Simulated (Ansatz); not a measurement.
Born–Oppenheimer molecular dynamics of a periodic cell of 12 atoms, HCl (contents 6 HCl, density as packed 1.32 g/cm³ with natural masses). It starts from a partly relaxed structure (largest force component 0.24 eV/Å).

Theory: Ansatz, DFT PBE-D3(BJ), scalar-relativistic, plane waves, PAW. Settings: accuracy low, cutoff 420 eV, k mesh 1x1x1, fermi-dirac smearing 0.05 eV, no spin polarisation.

| Property | Result |
| --- | --- |
| ensemble | NVT, Langevin thermostat |
| time step | 0.5 fs |
| steps asked | 300 |
| set temperature | 1500 K |
| friction | 0.02 /fs |
| seed | 345293 |

Frames 10 fs apart, positions in Å, forces in eV/Å.

Velocities at 30.0 fs (Å/ps):

```
Cl -0.16 -2.79 -5.76
H -22.61 38.63 -62.89
Cl 2.40 13.40 -5.07
H 6.07 -26.15 9.35
Cl 4.85 1.13 -3.27
H -11.17 -45.54 -50.73
Cl 7.29 -1.30 8.72
H 26.65 -8.70 36.42
Cl 3.47 4.69 -15.21
H -11.95 -39.06 -15.03
Cl 1.68 3.19 1.54
H 17.37 3.46 18.53
```

```xyz
12
Lattice="6.5061 0.0000 0.0000 0.0000 6.5061 0.0000 0.0000 0.0000 6.5061" Properties=species:S:1:pos:R:3:forces:R:3 time_fs=30.0 energy_less_start_eV=0.944 T=1374
Cl 4.580 2.778 5.321 0.03 0.08 0.58
H 4.938 2.812 4.083 -0.05 -0.04 -0.22
Cl 2.158 5.294 0.158 0.52 -0.54 -0.56
H 1.370 5.960 0.902 -0.51 0.53 0.49
Cl 4.795 4.646 2.205 3.47 -1.32 2.07
H 3.872 4.902 1.474 -2.97 0.74 -2.26
Cl 1.418 3.522 3.963 -0.56 -0.75 -0.04
H 0.856 2.384 4.346 0.49 0.81 -0.24
Cl 3.131 7.081 3.289 -2.45 2.29 0.06
H 4.037 6.265 3.297 2.01 -1.92 0.02
Cl 6.697 1.373 1.257 -0.62 0.15 -0.25
H 5.648 1.456 0.447 0.63 -0.04 0.36
12
Lattice="6.5061 0.0000 0.0000 0.0000 6.5061 0.0000 0.0000 0.0000 6.5061" Properties=species:S:1:pos:R:3:forces:R:3 time_fs=40.0 energy_less_start_eV=0.931 T=1284
Cl 4.592 2.736 5.263 -0.02 -0.18 1.00
H 4.696 3.256 4.096 0.07 0.12 -0.60
Cl 2.186 5.391 0.136 -0.49 0.08 0.61
H 1.356 5.876 1.077 0.75 -0.25 -0.68
Cl 4.837 4.649 2.191 -0.43 -1.04 -1.73
H 3.873 4.551 1.125 0.92 0.43 1.54
Cl 1.495 3.489 4.021 -0.25 -0.09 -0.23
H 1.193 2.351 4.575 0.12 0.21 -0.11
Cl 3.192 7.081 3.129 -0.17 -0.11 0.28
H 3.904 5.927 3.124 -0.53 0.78 -0.15
Cl 6.731 1.411 1.305 -0.65 0.16 -0.44
H 5.739 1.516 0.426 0.69 -0.12 0.53
12
Lattice="6.5061 0.0000 0.0000 0.0000 6.5061 0.0000 0.0000 0.0000 6.5061" Properties=species:S:1:pos:R:3:forces:R:3 time_fs=50.0 energy_less_start_eV=1.246 T=898
Cl 4.618 2.693 5.210 0.20 -1.05 1.51
H 4.453 3.514 4.277 -0.12 0.92 -1.12
Cl 2.223 5.458 0.113 -0.84 0.15 1.50
H 1.522 5.841 1.241 0.99 -0.40 -1.57
Cl 4.896 4.618 2.179 -1.08 -1.45 -1.93
H 3.881 4.277 1.191 1.52 0.75 1.45
Cl 1.556 3.469 4.031 -0.15 0.14 -0.28
H 1.773 2.361 4.667 0.00 0.03 -0.05
Cl 3.269 7.076 3.026 -0.44 -0.37 -0.02
H 3.625 5.798 2.678 -0.12 1.18 0.40
Cl 6.750 1.428 1.335 -0.42 0.30 -0.23
H 5.744 1.730 0.548 0.46 -0.20 0.34
12
Lattice="6.5061 0.0000 0.0000 0.0000 6.5061 0.0000 0.0000 0.0000 6.5061" Properties=species:S:1:pos:R:3:forces:R:3 time_fs=60.0 energy_less_start_eV=1.022 T=1265
Cl 4.634 2.628 5.172 0.12 -0.60 0.62
H 4.507 3.714 4.503 0.08 0.48 -0.31
Cl 2.251 5.486 0.078 -0.02 -0.17 0.07
H 1.644 5.814 1.178 -0.04 0.03 -0.19
Cl 4.992 4.581 2.169 -0.08 -0.61 -0.84
H 4.124 4.385 1.171 0.46 0.10 0.57
Cl 1.641 3.507 4.041 0.28 -0.27 -0.17
H 2.565 2.657 4.474 -0.65 0.48 -0.17
Cl 3.311 7.091 3.013 -0.33 -0.29 -0.25
H 3.331 5.947 2.346 0.13 0.74 0.55
Cl 6.768 1.468 1.314 0.57 -0.16 0.54
H 5.858 1.972 0.589 -0.52 0.27 -0.43
12
Lattice="6.5061 0.0000 0.0000 0.0000 6.5061 0.0000 0.0000 0.0000 6.5061" Properties=species:S:1:pos:R:3:forces:R:3 time_fs=70.0 energy_less_start_eV=1.376 T=1157
Cl 4.630 2.527 5.186 0.21 -0.19 0.35
H 4.983 3.733 4.898 0.21 0.18 0.03
Cl 2.293 5.452 0.054 1.88 -0.74 -2.03
H 1.538 5.751 0.955 -1.96 0.80 2.13
Cl 5.082 4.525 2.173 3.09 -0.75 2.45
H 4.222 4.665 1.353 -2.78 0.43 -2.63
Cl 1.702 3.553 4.086 1.31 -0.12 -0.61
H 3.055 3.306 4.054 -1.86 0.21 0.04
Cl 3.333 7.097 3.058 -0.37 -0.71 -0.44
H 3.030 6.003 2.367 0.22 0.93 0.63
Cl 6.837 1.519 1.299 0.23 -0.03 0.22
H 5.953 2.185 0.643 -0.17 0.00 -0.15
12
Lattice="6.5061 0.0000 0.0000 0.0000 6.5061 0.0000 0.0000 0.0000 6.5061" Properties=species:S:1:pos:R:3:forces:R:3 time_fs=80.0 energy_less_start_eV=1.165 T=1680
Cl 4.615 2.435 5.215 1.24 1.09 0.39
H 5.552 3.402 5.295 -0.97 -1.02 -0.17
Cl 2.340 5.417 0.012 1.24 0.04 -0.14
H 1.212 5.614 0.529 -1.15 0.26 0.55
Cl 5.097 4.456 2.116 0.08 -0.16 -0.13
H 4.080 4.861 1.404 0.08 -0.06 -0.02
Cl 1.703 3.564 4.167 1.05 0.35 -1.31
H 2.905 3.964 3.652 -1.45 -0.54 0.68
Cl 3.389 7.080 3.082 0.20 0.51 0.39
H 2.764 6.208 2.398 -0.37 -0.31 -0.34
Cl 6.888 1.542 1.308 1.01 -1.04 0.67
H 6.171 2.418 0.783 -0.97 0.88 -0.56
12
Lattice="6.5061 0.0000 0.0000 0.0000 6.5061 0.0000 0.0000 0.0000 6.5061" Properties=species:S:1:pos:R:3:forces:R:3 time_fs=90.0 energy_less_start_eV=2.113 T=1387
Cl 4.607 2.365 5.277 0.89 0.39 0.32
H 5.850 2.736 5.512 -0.75 -0.28 -0.35
Cl 2.361 5.399 -0.002 -2.45 0.66 0.52
H 0.939 5.536 -0.028 2.67 -0.19 0.21
Cl 5.130 4.379 2.006 -2.47 1.34 -0.78
H 3.858 5.070 1.639 2.65 -1.44 0.60
Cl 1.712 3.572 4.255 -4.00 -3.21 1.31
H 2.542 4.236 3.764 3.62 2.80 -1.95
Cl 3.452 7.045 3.152 1.42 0.89 1.24
H 2.569 6.556 2.453 -1.70 -0.80 -1.38
Cl 6.891 1.594 1.342 0.04 0.14 -0.23
H 6.325 2.617 0.757 0.06 -0.31 0.50
12
Lattice="6.5061 0.0000 0.0000 0.0000 6.5061 0.0000 0.0000 0.0000 6.5061" Properties=species:S:1:pos:R:3:forces:R:3 time_fs=100.0 energy_less_start_eV=1.943 T=1497
Cl 4.605 2.312 5.346 0.81 0.04 0.31
H 5.824 1.842 5.470 -0.57 0.14 -0.08
Cl 2.353 5.404 0.002 -3.19 0.61 0.05
H 0.905 5.423 -0.319 3.34 -0.03 0.82
Cl 5.121 4.316 1.917 -1.73 2.08 0.32
H 4.148 5.444 2.077 1.83 -1.79 -0.12
Cl 1.710 3.546 4.339 -0.16 -0.18 -0.95
H 2.394 4.570 3.894 -0.16 -0.38 0.19
Cl 3.474 7.026 3.213 -1.84 -0.36 -1.28
H 2.288 7.034 2.523 1.59 0.03 0.70
Cl 6.904 1.657 1.400 -0.21 0.26 -0.49
H 6.431 2.711 0.755 0.28 -0.42 0.54
12
Lattice="6.5061 0.0000 0.0000 0.0000 6.5061 0.0000 0.0000 0.0000 6.5061" Properties=species:S:1:pos:R:3:forces:R:3 time_fs=110.0 energy_less_start_eV=2.393 T=1125
Cl 4.577 2.238 5.412 0.76 -0.40 0.52
H 5.305 1.139 5.386 -0.40 0.79 0.09
Cl 2.390 5.426 0.039 -2.56 0.63 -0.60
H 1.106 5.437 -0.622 2.68 -0.06 1.49
Cl 5.089 4.333 1.859 1.74 -3.99 -2.14
H 4.621 5.282 2.368 -1.99 4.20 2.08
Cl 1.742 3.496 4.384 0.59 2.60 -1.35
H 2.229 4.875 4.115 -0.85 -2.95 0.40
Cl 3.488 7.011 3.229 -2.54 0.64 -1.38
H 2.313 7.592 2.608 2.05 -0.90 0.91
Cl 6.942 1.689 1.465 -0.01 0.00 -0.27
H 6.510 2.911 1.209 0.52 -0.57 0.25
12
Lattice="6.5061 0.0000 0.0000 0.0000 6.5061 0.0000 0.0000 0.0000 6.5061" Properties=species:S:1:pos:R:3:forces:R:3 time_fs=120.0 energy_less_start_eV=1.717 T=1504
Cl 4.571 2.158 5.472 0.58 -0.83 0.63
H 4.837 0.854 5.474 -0.15 1.25 0.16
Cl 2.460 5.447 0.124 0.75 0.37 0.98
H 1.454 5.515 -0.636 -0.73 0.11 -0.30
Cl 5.067 4.311 1.821 -0.31 1.57 1.22
H 4.947 5.364 2.715 0.16 -1.35 -1.41
Cl 1.813 3.455 4.393 0.16 2.79 -1.14
H 2.095 4.864 4.143 -0.44 -2.98 0.23
Cl 3.495 7.002 3.249 -1.18 0.51 -1.24
H 2.826 7.856 2.416 0.63 -0.97 0.79
Cl 6.938 1.710 1.470 0.32 0.21 0.01
H 6.643 3.005 1.571 0.20 -0.68 0.07
12
Lattice="6.5061 0.0000 0.0000 0.0000 6.5061 0.0000 0.0000 0.0000 6.5061" Properties=species:S:1:pos:R:3:forces:R:3 time_fs=130.0 energy_less_start_eV=1.995 T=1474
Cl 4.613 2.099 5.547 0.20 -0.64 0.61
H 4.418 0.806 5.748 0.11 0.88 -0.02
Cl 2.511 5.442 0.246 3.96 -0.96 3.95
H 1.709 5.695 -0.551 -4.01 1.26 -3.80
Cl 5.022 4.282 1.826 0.40 2.87 2.13
H 5.124 5.533 2.722 -0.47 -2.58 -2.13
Cl 1.849 3.410 4.401 -0.16 0.73 -0.73
H 2.259 4.569 3.921 -0.21 -0.73 0.17
Cl 3.493 6.993 3.197 -0.18 -0.33 -0.23
H 3.374 7.957 2.336 0.00 -0.06 0.02
Cl 6.891 1.708 1.501 0.42 0.45 0.38
H 6.825 2.957 1.973 -0.06 -0.90 -0.35
12
Lattice="6.5061 0.0000 0.0000 0.0000 6.5061 0.0000 0.0000 0.0000 6.5061" Properties=species:S:1:pos:R:3:forces:R:3 time_fs=140.0 energy_less_start_eV=1.748 T=1602
Cl 4.661 2.072 5.649 0.12 0.00 0.23
H 3.920 1.048 5.935 0.03 0.02 -0.04
Cl 2.530 5.462 0.389 -0.76 0.67 -1.12
H 1.733 5.968 -0.552 0.50 -0.48 0.82
Cl 5.021 4.292 1.816 0.29 0.84 0.20
H 5.078 5.595 2.083 -0.14 -0.81 -0.01
Cl 1.871 3.365 4.429 -3.53 -5.48 3.99
H 2.325 4.184 3.800 3.19 5.55 -4.31
Cl 3.519 6.968 3.094 -0.42 -1.39 1.60
H 3.768 7.778 2.198 0.33 1.45 -1.49
Cl 6.831 1.674 1.545 0.32 -1.49 -0.44
H 6.903 2.810 2.073 0.07 1.12 0.57
```

Of the whole run (150 fs, mean temperature of the second half 1464 K): A run of 0.15 ps of so small a system gives no equilibrium averages. Limits of this set-up: coarse k mesh, low accuracy level.

Run time: 5.1 min on 1 thread of Arm Neoverse V1, with other jobs on the host, peak memory 0.33 GiB.
